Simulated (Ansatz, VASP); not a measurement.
**Ta: VASP beside Ansatz**

```xyz
1
Lattice="-1.5963 1.7945 1.5963 1.7945 -1.5963 1.5963 1.3982 1.3982 -1.3982" Properties=species:S:1:pos:R:3 pbc="T T T"
Ta    0.0000    0.0000    0.0000
```

Alike in both runs: task single point; functional PBE; k mesh 18 × 18 × 18; occupations gaussian, width 0.1 eV; no spin polarisation.

|  | VASP | Ansatz |
| --- | --- | --- |
| version | VASP 6.6.1 | Ansatz 0.2.0 |
| potentials or method | VASP PAW PBE potentials, release 64 (Ta_pv) | scalar-relativistic, plane waves, PAW |
| plane-wave cutoff (eV) | 520 | 420 |
| valence electrons in the cell | 11 | 13 |

|  | VASP | Ansatz | Ansatz less VASP |
| --- | --- | --- | --- |
| gap on the k mesh at the Fermi level (eV) | none | none | - |
| pressure (GPa) | 39.7 | 39.1 | -0.57 |
| largest component of the traceless stress (GPa) | 19.92 | 19.61 | -0.308 |

A gap of «none» marks a metal or a gap that the smearing closes. The two sets of potentials don't hold the same shells in valence.

Caveats: so large a pressure means that the cell lies far from this level's equilibrium, or that cutoff or potentials fall short (VASP). The runs have no spin-orbit coupling, so splittings on Ta are missing.
